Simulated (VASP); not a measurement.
Set up this calculation in VASP 6.6.1, as the native input.

```yaml
Task: single point
Functional: PBE
Potentials_or_basis: VASP PAW PBE potentials, release 64 (B, N)
Cutoff: 520 eV
k_mesh: 8 × 8 × 8
Occupations: gaussian, width 0.03 eV
Spin: no spin polarisation
Further_INCAR_settings: ALGO = Normal; EDIFF = 1e-06
```

The structure of BN (Qingsongite) lies in POSCAR:

```
BN
1.0
    0.0000000000      1.8075000000      1.8075000000
    1.8075000000      0.0000000000      1.8075000000
    1.8075000000      1.8075000000      0.0000000000
B N
1 1
Direct
    0.0000000000      0.0000000000      0.0000000000
    0.2500000000      0.2500000000      0.2500000000
```

The input as run:

INCAR

```
SYSTEM = BN
PREC = Accurate
ENCUT = 520
EDIFF = 1E-6
ISMEAR = 0
SIGMA = 0.03
LREAL = .False.
LASPH = .True.
NELM = 80
ALGO = Normal
ISIF = 2
LWAVE = .False.
LCHARG = .False.
GGA = PE
KPAR = 4
```

KPOINTS

```
Automatic mesh
0
Gamma
  8 8 8
  0 0 0
```

Potentials or basis: VASP PAW PBE potentials, release 64 (B, N).

The run is started by

```console
$ cat potpaw_PBE.64/B/POTCAR potpaw_PBE.64/N/POTCAR > POTCAR
$ mpirun -np 4 vasp_std > vasp.out
```

It gave:

| Item | Value |
| --- | --- |
| Pressure | 3.3 GPa |
| Band gap on the k mesh | 4.46 eV, indirect (least direct gap 8.82 eV) |

Run time: 2.1 s on 4 MPI ranks on AMD EPYC 7R13 Processor (Zen 3), on a shared host, peak memory 0.09 GiB a rank.
